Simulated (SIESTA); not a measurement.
BAs:

```xyz
2
Lattice="0.0000 2.3885 2.3885 2.3885 0.0000 2.3885 2.3885 2.3885 0.0000" Properties=species:S:1:pos:R:3 pbc="T T T"
As    3.5827    3.5827    3.5827
B     0.0000    0.0000    0.0000
```

Base run:

```yaml
Program: SIESTA 5.4.2
Functional: LDA
Potentials_or_basis: PseudoDojo 0.4 standard (LDA files)
Basis: DZP (energy shift 0.003 Ry; two zetas on semicore shells)
Grid_cutoff: 500 Ry
Energy_shift: 0.003 Ry
k_mesh: 10 × 10 × 10
Occupations: fermi-dirac, width 0.05 eV
Spin: no spin polarisation
```

Its results: band gap on the k mesh 1.28 eV, indirect (least direct gap 3.34 eV); pressure -1.8 GPa.

Q: The run is repeated on the same cell with these changes: functional from LDA to AM05; potentials or basis from PseudoDojo 0.4 standard (LDA files) to PseudoDojo 0.4 standard (PBEsol files). What comes out?

A: Band gap on the k mesh 1.28 eV, indirect (least direct gap 3.32 eV); pressure 1.1 GPa.

Caveats: the basis of atomic orbitals isn't converged, which shifts pressures, moduli and gaps; the potentials were made for another functional, which shifts forces and pressure (some runs).
